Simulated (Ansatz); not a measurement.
rocksalt-structured CaO

Level of theory: DFT, PBE, scalar-relativistic, no spin polarisation; plane waves to 420 eV with PAW datasets (Ansatz 0.2.0), 12×12×12 k-mesh, Gaussian smearing of 0.05 eV. The datasets are Ansatz's generated set soft_2.

```xyz
2
Lattice="0.0000 2.4154 2.4154 2.4154 0.0000 2.4154 2.4154 2.4154 0.0000" Properties=species:S:1:pos:R:3 pbc="T T T"
Ca    2.4154    2.4154    2.4154
O     0.0000    0.0000    0.0000
```

The compound is reported in the structure type of the start.

The run above is the reference. The same cell was run again with other input settings; several of them aren't fit for production, so the rows show the settings' effect and aren't properties of the material.

```tsv
keys changed	outcome	ΔE (meV/atom)	P (GPa)	gap on the mesh (eV)	cell moment (μB)	largest force component (eV/Å)	SCF iterations	rough core-seconds	new warnings
none (reference)	converged	0.0	0.0	3.66	–	0.000	–	–	–
hamiltonian.pseudopotentials: {"kind": "nc"}; kpoints.mp_grid.grid: [12, 12, 12] → [15, 15, 15]; scf.mixing.algorithm: "msr1"; scf.mixing.beta: 0.3; scf.mixing.ndim: 4	converged	–	6.4	3.46	–	0.000	9	3	cutoff below recommended
kpoints.mp_grid.grid: [12, 12, 12] → [18, 18, 18]	converged	0.0	0.0	3.66	–	0.000	7	5	–
kpoints.mp_grid.grid: [12, 12, 12] → [18, 18, 18]; scf.n_extra_bands: 32	converged	0.0	0.0	3.66	–	0.000	6	6	–
```

These changes also left energy (to 0.1 meV/atom), pressure, gap, moment and forces as in the reference: scf.convergence.dr2_threshold: 1e-09; kpoints.mp_grid.grid: [12, 12, 12] → [8, 8, 8] | scf.mixing.algorithm: "broyden"; scf.mixing.beta: 0.3 | basis.ecutrho_ratio: 4 → 12.

ΔE is the energy with the smearing extrapolated to zero. It is left out where the change alters the Hamiltonian or the spin treatment. The varied runs start from atomic densities (corrected by the program's trained start where that serves), with the default search for lower states unless a row changes it.

(1) What happens with these changes: hamiltonian.xc: "pbe" → "pbesol"?

Answer:

(1) outcome converged, P (GPa) -4.2, gap on the mesh (eV) 3.56, largest force component (eV/Å) 0.000, SCF iterations 6, rough core-seconds 1.7.

Other pseudopotential files need their own cutoff; where it is too low, pressure and moments show the cutoff and not the files.

Of the reference: Kohn–Sham gaps of semilocal functionals lie under measured ones, often by a third or more.
